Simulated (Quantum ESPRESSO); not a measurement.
# Cr (Im-3m) in Quantum ESPRESSO: a series of runs, part 3 of 4

Quantum ESPRESSO 7.5. The steps go on from the part before.

### 4 Phonon dispersion, PBE, collinear spin, ferromagnetic start

Contents of pw.in:

```
&CONTROL
  calculation = 'scf'
  prefix = 'pwscf'
  outdir = './tmp'
  pseudo_dir = './pseudo'
  tprnfor = .true.
  tstress = .true.
  disk_io = 'low'
/
&SYSTEM
  ibrav = 0
  nat = 1
  ntyp = 1
  ecutwfc = 45
  ecutrho = 360
  nbnd = 16
  occupations = 'smearing'
  smearing = 'mv'
  degauss = 0.01469973
  nspin = 2
  starting_magnetization(1) = 0.2143
/
&ELECTRONS
  conv_thr = 2d-10
  electron_maxstep = 120
  mixing_beta = 0.3
/
ATOMIC_SPECIES
Cr    51.9961 cr_pbe_v1.5.uspp.F.UPF
CELL_PARAMETERS bohr
  -2.8052033365    2.8052033365    2.8052033365
   2.8052033365   -2.8052033365    2.8052033365
   2.8052033365    2.8052033365   -2.8052033365
ATOMIC_POSITIONS bohr
Cr     0.0000000000    0.0000000000    0.0000000000
K_POINTS automatic
12 12 12 0 0 0
```

Contents of relax.in:

```
&CONTROL
  calculation = 'vc-relax'
  prefix = 'pwscf'
  outdir = './tmp'
  pseudo_dir = './pseudo'
  tprnfor = .true.
  tstress = .true.
  disk_io = 'low'
  nstep = 40
  forc_conv_thr = 0.0001
  etot_conv_thr = 1d-06
/
&SYSTEM
  ibrav = 0
  nat = 1
  ntyp = 1
  ecutwfc = 45
  ecutrho = 360
  nbnd = 16
  occupations = 'smearing'
  smearing = 'mv'
  degauss = 0.01469973
  nspin = 2
  starting_magnetization(1) = 0.2143
/
&ELECTRONS
  conv_thr = 2d-10
  electron_maxstep = 120
  mixing_beta = 0.3
/
&IONS
  ion_dynamics = 'bfgs'
/
&CELL
  cell_dynamics = 'bfgs'
  press = 0
  press_conv_thr = 0.2
/
ATOMIC_SPECIES
Cr    51.9961 cr_pbe_v1.5.uspp.F.UPF
CELL_PARAMETERS bohr
  -2.8052033365    2.8052033365    2.8052033365
   2.8052033365   -2.8052033365    2.8052033365
   2.8052033365    2.8052033365   -2.8052033365
ATOMIC_POSITIONS bohr
Cr     0.0000000000    0.0000000000    0.0000000000
K_POINTS automatic
12 12 12 0 0 0
```

Contents of scf2.in:

```
&CONTROL
  calculation = 'scf'
  prefix = 'pwscf'
  outdir = './tmp'
  pseudo_dir = './pseudo'
  tprnfor = .true.
  tstress = .true.
  disk_io = 'low'
/
&SYSTEM
  ibrav = 0
  nat = 1
  ntyp = 1
  ecutwfc = 45
  ecutrho = 360
  nbnd = 16
  occupations = 'smearing'
  smearing = 'mv'
  degauss = 0.01469973
  nspin = 2
  starting_magnetization(1) = 0.2143
/
&ELECTRONS
  conv_thr = 1d-13
  electron_maxstep = 120
  mixing_beta = 0.3
  startingpot = 'file'
  startingwfc = 'file'
/
ATOMIC_SPECIES
Cr    51.9961 cr_pbe_v1.5.uspp.F.UPF
CELL_PARAMETERS bohr
  -2.6887171265    2.6887171265    2.6887171265
   2.6887171265   -2.6887171265    2.6887171265
   2.6887171265    2.6887171265   -2.6887171265
ATOMIC_POSITIONS bohr
Cr     0.0000000000    0.0000000000    0.0000000000
K_POINTS automatic
12 12 12 0 0 0
```

Contents of ph.in:

```
phonon_bands of Cr
&INPUTPH
  prefix = 'pwscf'
  outdir = './tmp'
  tr2_ph = 1d-18
  fildyn = 'dyn'
  niter_ph = 90
  alpha_mix(1) = 0.4
  ldisp = .true.
  nq1 = 2
  nq2 = 2
  nq3 = 2
/
```

Contents of q2r.in:

```
&INPUT
  fildyn = 'dyn'
  zasr = 'crystal'
  flfrc = 'fc'
/
```

Contents of matdyn.in:

```
&INPUT
  asr = 'crystal'
  flfrc = 'fc'
  flfrq = 'freq'
  q_in_cryst_coord = .true.
  flvec = ' '
/
80
 0.0000000000  0.0000000000  0.0000000000
 0.0312500000 -0.0312500000  0.0312500000
 0.0625000000 -0.0625000000  0.0625000000
 0.0937500000 -0.0937500000  0.0937500000
 0.1250000000 -0.1250000000  0.1250000000
 0.1562500000 -0.1562500000  0.1562500000
 0.1875000000 -0.1875000000  0.1875000000
 0.2187500000 -0.2187500000  0.2187500000
 0.2500000000 -0.2500000000  0.2500000000
 0.2812500000 -0.2812500000  0.2812500000
 0.3125000000 -0.3125000000  0.3125000000
 0.3437500000 -0.3437500000  0.3437500000
 0.3750000000 -0.3750000000  0.3750000000
 0.4062500000 -0.4062500000  0.4062500000
 0.4375000000 -0.4375000000  0.4375000000
 0.4687500000 -0.4687500000  0.4687500000
 0.5000000000 -0.5000000000  0.5000000000
 0.4545454545 -0.4545454545  0.5000000000
 0.4090909091 -0.4090909091  0.5000000000
 0.3636363636 -0.3636363636  0.5000000000
 0.3181818182 -0.3181818182  0.5000000000
 0.2727272727 -0.2727272727  0.5000000000
 0.2272727273 -0.2272727273  0.5000000000
 0.1818181818 -0.1818181818  0.5000000000
 0.1363636364 -0.1363636364  0.5000000000
 0.0909090909 -0.0909090909  0.5000000000
 0.0454545455 -0.0454545455  0.5000000000
 0.0000000000  0.0000000000  0.5000000000
 0.0000000000  0.0000000000  0.4583333333
 0.0000000000  0.0000000000  0.4166666667
 0.0000000000  0.0000000000  0.3750000000
 0.0000000000  0.0000000000  0.3333333333
 0.0000000000  0.0000000000  0.2916666667
 0.0000000000  0.0000000000  0.2500000000
 0.0000000000  0.0000000000  0.2083333333
 0.0000000000  0.0000000000  0.1666666667
 0.0000000000  0.0000000000  0.1250000000
 0.0000000000  0.0000000000  0.0833333333
 0.0000000000  0.0000000000  0.0416666667
 0.0000000000  0.0000000000  0.0000000000
 0.0166666667  0.0166666667  0.0166666667
 0.0333333333  0.0333333333  0.0333333333
 0.0500000000  0.0500000000  0.0500000000
 0.0666666667  0.0666666667  0.0666666667
 0.0833333333  0.0833333333  0.0833333333
 0.1000000000  0.1000000000  0.1000000000
 0.1166666667  0.1166666667  0.1166666667
 0.1333333333  0.1333333333  0.1333333333
 0.1500000000  0.1500000000  0.1500000000
 0.1666666667  0.1666666667  0.1666666667
 0.1833333333  0.1833333333  0.1833333333
 0.2000000000  0.2000000000  0.2000000000
 0.2166666667  0.2166666667  0.2166666667
 0.2333333333  0.2333333333  0.2333333333
 0.2500000000  0.2500000000  0.2500000000
 0.2666666667  0.2000000000  0.2666666667
 0.2833333333  0.1500000000  0.2833333333
 0.3000000000  0.1000000000  0.3000000000
 0.3166666667  0.0500000000  0.3166666667
 0.3333333333  0.0000000000  0.3333333333
 0.3500000000 -0.0500000000  0.3500000000
 0.3666666667 -0.1000000000  0.3666666667
 0.3833333333 -0.1500000000  0.3833333333
 0.4000000000 -0.2000000000  0.4000000000
 0.4166666667 -0.2500000000  0.4166666667
 0.4333333333 -0.3000000000  0.4333333333
 0.4500000000 -0.3500000000  0.4500000000
 0.4666666667 -0.4000000000  0.4666666667
 0.4833333333 -0.4500000000  0.4833333333
 0.5000000000 -0.5000000000  0.5000000000
 0.2500000000  0.2500000000  0.2500000000
 0.2222222222  0.2222222222  0.2777777778
 0.1944444444  0.1944444444  0.3055555556
 0.1666666667  0.1666666667  0.3333333333
 0.1388888889  0.1388888889  0.3611111111
 0.1111111111  0.1111111111  0.3888888889
 0.0833333333  0.0833333333  0.4166666667
 0.0555555556  0.0555555556  0.4444444444
 0.0277777778  0.0277777778  0.4722222222
 0.0000000000  0.0000000000  0.5000000000
```

Contents of matdyn_dos.in:

```
&INPUT
  asr = 'crystal'
  flfrc = 'fc'
  dos = .true.
  fldos = 'phdos'
  nk1 = 18
  nk2 = 18
  nk3 = 18
  deltaE = 1
  flvec = ' '
  flfrq = ' '
/
```

Contents of matdyn_mesh.in:

```
&INPUT
  asr = 'crystal'
  flfrc = 'fc'
  flfrq = 'mesh'
  q_in_cryst_coord = .true.
  flvec = ' '
/
1000
 0.05000000  0.05000000  0.05000000
 0.05000000  0.05000000  0.15000000
 0.05000000  0.05000000  0.25000000
[... 997 further points of the even 10 x 10 x 10 mesh, shifted by half a step ...]
```

Potentials or basis: GBRV 1.5 PBE.

On the command line:

```sh
OMP_NUM_THREADS=1 mpirun -n 4 pw.x -nk 4 -in pw.in > pw.out
OMP_NUM_THREADS=1 mpirun -n 4 pw.x -nk 4 -in relax.in > relax.out
OMP_NUM_THREADS=1 mpirun -n 4 pw.x -nk 4 -in scf2.in > scf2.out
OMP_NUM_THREADS=1 mpirun -n 4 ph.x -nk 4 -in ph.in > ph.out
OMP_NUM_THREADS=1 mpirun -n 1 q2r.x -in q2r.in > q2r.out
OMP_NUM_THREADS=1 mpirun -n 1 matdyn.x -in matdyn.in > matdyn.out
OMP_NUM_THREADS=1 mpirun -n 1 matdyn.x -in matdyn_dos.in > matdyn_dos.out
OMP_NUM_THREADS=1 mpirun -n 1 matdyn.x -in matdyn_mesh.in > matdyn_mesh.out
```

pw.out:

```text
This program is part of the open-source Quantum ESPRESSO suite
     for quantum simulation of materials; please cite
[... 6 lines left out ...]
     using ibrav=0 with symmetry is DISCOURAGED, use correct ibrav instead

     K-points division:     npool     =       4
     Subspace diagonalization in iterative solution of the eigenvalue problem:
     a serial algorithm will be used

     G-vector sticks info
     --------------------
     sticks:   dense  smooth     PW     G-vecs:    dense   smooth      PW
     Sum         631     315    129                10149     3559     959

     Using Slab Decomposition

     bravais-lattice index     =            0
     lattice parameter (alat)  =       4.8588  a.u.
     unit-cell volume          =      88.2984 (a.u.)^3
     number of atoms/cell      =            1
     number of atomic types    =            1
     number of electrons       =        14.00
     number of Kohn-Sham states=           16
     kinetic-energy cutoff     =      45.0000  Ry
     charge density cutoff     =     360.0000  Ry
     scf convergence threshold =      2.0E-10
     mixing beta               =       0.3000
     number of iterations used =            8  plain     mixing
     Exchange-correlation=  SLA  PW   PBX  PBC
                           (   1   4   3   4   0   0   0)

     celldm(1)=   4.858755  celldm(2)=   0.000000  celldm(3)=   0.000000
     celldm(4)=   0.000000  celldm(5)=   0.000000  celldm(6)=   0.000000

[... 110 lines left out ...]
        k(   71) = (  -0.8660254  -0.0721688  -0.0721688), wk =   0.0069444
        k(   72) = (  -0.8660254  -0.8660254  -0.8660254), wk =   0.0005787

     Dense  grid:    10149 G-vectors     FFT dimensions: (  30,  30,  30)

     Smooth grid:     3559 G-vectors     FFT dimensions: (  24,  24,  24)

     Check: negative core charge=   -0.000012
     Generating pointlists ...
     new r_m :   0.4125 (alat units)  2.0042 (a.u.) for type    1

     Initial potential from superposition of free atoms

     starting charge      13.0000, renormalised to      14.0000

     negative rho (up, down):  6.717E-04 4.346E-04
     Starting wfcs are   10 randomized atomic wfcs +    6 random wfcs

     Self-consistent Calculation

     iteration #  1     ecut=    45.00 Ry     beta= 0.30
     Davidson diagonalization with overlap
     ethr =  1.00E-02,  avg # of iterations =  5.4

     negative rho (up, down):  7.270E-04 6.191E-04
[... 175 lines left out ...]
     iteration # 16     ecut=    45.00 Ry     beta= 0.30
     Davidson diagonalization with overlap
     ethr =  3.00E-11,  avg # of iterations =  1.2

     negative rho (up, down):  5.417E-04 5.417E-04

     Magnetic moment per site  (integrated on atomic sphere of radius R)
     atom   1 (R=0.412)  charge= 12.3114  magn=  0.0000

     End of self-consistent calculation

     Number of k-points >= 100: set verbosity='high' to print the bands.

     the Fermi energy is    16.7805 ev

!    total energy              =    -175.48359118 Ry
     estimated scf accuracy    <          4.7E-11 Ry
     smearing contrib. (-TS)   =       0.00006971 Ry
     internal energy E=F+TS    =    -175.48366089 Ry

     The total energy is F=E-TS. E is the sum of the following terms:
     one-electron contribution =     -65.33103865 Ry
     hartree contribution      =      39.31415141 Ry
     xc contribution           =     -22.32986582 Ry
     ewald contribution        =    -127.13690784 Ry

     total magnetization       =     0.00 Bohr mag/cell
     absolute magnetization    =     0.00 Bohr mag/cell

     convergence has been achieved in  16 iterations

     negative rho (up, down):  5.417E-04 5.417E-04

     Forces acting on atoms (cartesian axes, Ry/au):

     atom    1 type  1   force =     0.00000000    0.00000000    0.00000000

     Total force =     0.000000     Total SCF correction =     0.000000

     Computing stress (Cartesian axis) and pressure

     negative rho (up, down):  5.417E-04 5.417E-04
          total   stress  (Ry/bohr**3)                   (kbar)     P=     -250.07
  -0.00169992   0.00000000   0.00000000         -250.07        0.00        0.00
   0.00000000  -0.00169992   0.00000000            0.00     -250.07        0.00
   0.00000000   0.00000000  -0.00169992            0.00        0.00     -250.07

=------------------------------------------------------------------------------=
   JOB DONE.
=------------------------------------------------------------------------------=
```

scf2.out:

```text
This program is part of the open-source Quantum ESPRESSO suite
     for quantum simulation of materials; please cite
[... 6 lines left out ...]
     using ibrav=0 with symmetry is DISCOURAGED, use correct ibrav instead

     K-points division:     npool     =       4
[... 205 lines left out ...]
  -0.00000392  -0.00000000  -0.00000000           -0.58       -0.00       -0.00
  -0.00000000  -0.00000392  -0.00000000           -0.00       -0.58       -0.00
  -0.00000000  -0.00000000  -0.00000392           -0.00       -0.00       -0.58

=------------------------------------------------------------------------------=
   JOB DONE.
=------------------------------------------------------------------------------=
```

Run time: 77 s. Hardware: 4 MPI ranks of Intel Xeon 6975P-C (Granite Rapids), shared host; peak memory 0.36 GiB.

Results:

```yaml
Free_energy: -2387.7114 eV
Relaxed_volume: 11.52 Å³/atom
Relaxed_cell: a = 2.464 Å, b = 2.464 Å, c = 2.464 Å, α = 109.47°, β = 109.47°, γ = 109.47°
Space_group_after_relaxing_to_0.05_Å: Im-3m (No. 229)
Pressure_after_relaxing: -0.1 GPa
Band_gap_on_the_k_mesh: none (metal or under the smearing width)
Net_moment: 0.00 μB per cell
Absolute_moment: 0.00 μB per cell
Valence_electrons_inside_the_program's_atomic_spheres: Cr 12.31
Highest_phonon_frequency: 348 cm⁻¹
Zero-point_energy: 0.046 eV/atom
```

The path:
```
step  energy change (eV)  largest force (eV/Å)  pressure (GPa)  volume (Å³)
   1              0.0000                0.0000          -25.01        13.08
   2             -0.1366                0.0000            0.80        11.49
   3             -0.1366                0.0000           -0.19        11.53
   4             -0.1366                0.0000            0.00        11.52
   5             -0.1366                0.0000            0.00        11.52
```

Final structure:
```
Cr
1.0
    -1.42281    1.42281    1.42281
     1.42281   -1.42281    1.42281
     1.42281    1.42281   -1.42281
Cr
1
Direct
  0.00000 0.00000 0.00000
```

Phonon frequencies in cm⁻¹ (negative: imaginary):
| q point | frequencies |
| --- | --- |
| (0.000, 0.000, 0.000) | 0 0 0 |
| (0.219, -0.219, 0.219) | 150 150 305 |
| (0.438, -0.438, 0.438) | 240 240 261 |
| (0.273, -0.273, 0.500) | 214 261 294 |
| (0.000, 0.000, 0.458) | 162 279 345 |
| (0.000, 0.000, 0.167) | 82 141 174 |
| (0.050, 0.050, 0.050) | 94 94 121 |
| (0.167, 0.167, 0.167) | 264 264 305 |
| (0.283, 0.150, 0.283) | 295 316 316 |
| (0.400, -0.200, 0.400) | 240 275 275 |
| (0.250, 0.250, 0.250) | 314 314 314 |
| (0.056, 0.056, 0.444) | 187 283 346 |

Phonon frequencies at the corners of the path (cm⁻¹, interpolated; i marks imaginary ones):
| point | frequencies |
| --- | --- |
| Γ | 0 0 0 |
| H | 245 245 245 |
| N | 163 281 348 |
| P | 314 314 314 |

Phonon states per cell in windows of 20 cm⁻¹ (negative: imaginary):
```tsv
from (cm⁻¹)	total
0	0.00
20	0.00
40	0.01
60	0.02
80	0.03
100	0.05
120	0.07
140	0.12
160	0.20
180	0.24
200	0.27
220	0.32
240	0.32
260	0.36
280	0.27
300	0.27
320	0.42
340	0.03
```

Harmonic thermodynamics per atom at this volume (zero-point energy 45.6 meV, Debye temperature from the second moment 471 K):
```csv
T (K),free energy (meV),entropy (k_B),heat capacity Cv (k_B)
50,45.5,0.08,0.26
100,44.3,0.55,1.22
200,34.1,1.80,2.31
298.15,14.5,2.80,2.66
500,-47.7,4.24,2.87
800,-176.2,5.61,2.95
```

Caveat: the mesh is thin for the phonons of a metal; the starting moments collapsed, and a magnetic state may lie lower; the q mesh is small, so phonon branches between its points and thermal values are rough.

[end of part 3 of 4]
